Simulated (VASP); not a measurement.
# ZnSe: relaxation of cell and atoms with PBE

ZnSe:

```xyz
2
Lattice="0.0000 2.8696 2.8696 2.8696 0.0000 2.8696 2.8696 2.8696 0.0000" Properties=species:S:1:pos:R:3 pbc="T T T"
Zn    0.0000    0.0000    0.0000
Se    1.4348    1.4348    1.4348
```

| Item | Value |
| --- | --- |
| Program | VASP 6.6.1 |
| Task | relaxation of cell and atoms |
| Functional | PBE |
| Potentials or basis | VASP PAW PBE potentials, release 64 (Zn, Se) |
| Cutoff | 520 eV |
| k mesh | 10 × 10 × 10 |
| Occupations | gaussian, width 0.02 eV |
| Spin | no spin polarisation |
| Further INCAR settings | ALGO = Normal; EDIFF = 1e-07; IBRION = 2; EDIFFG = -0.002; NSW = 80; ISIF = 3 |

```yaml
Relaxed_volume: 23.64 Å³/atom
Relaxed_cell: a = 4.059 Å, b = 4.059 Å, c = 4.059 Å, α = 60.00°, β = 60.00°, γ = 60.00°
Space_group_after_relaxing_to_0.05_Å: F-43m (No. 216)
Energy_gained_by_relaxing: 0.0 meV/atom
Ionic_steps: 2
Pressure_after_relaxing: 0.0 GPa
Band_gap_on_the_k_mesh: 1.14 eV, direct
```

Final structure:
```
CELL_PARAMETERS angstrom
0.00000 2.87013 2.87013
2.87013 0.00000 2.87013
2.87013 2.87013 0.00000
ATOMIC_POSITIONS crystal
Zn 0.00000 0.00000 0.00000
Se 0.25000 0.25000 0.25000
```

Levels at points of the mesh, in eV from the valence-band top:
```
           k point  band 6  band 7  band 8  band 9  band 10  band 11  band 12  band 13
(0.00, 0.00, 0.00)   -6.08    0.00    0.00    0.00     1.14     5.81     5.81     5.81
(0.50, 0.00, 0.00)   -5.93   -4.99   -0.81   -0.81     2.48     6.39     6.39     8.47
(0.50, 0.50, 0.00)   -5.91   -4.59   -2.05   -2.05     3.07     3.46    10.47    10.99
```

Run time: 16 s on 4 MPI ranks on AMD EPYC 7R13 Processor (Zen 3) (shared host), peak memory 0.16 GiB a rank.
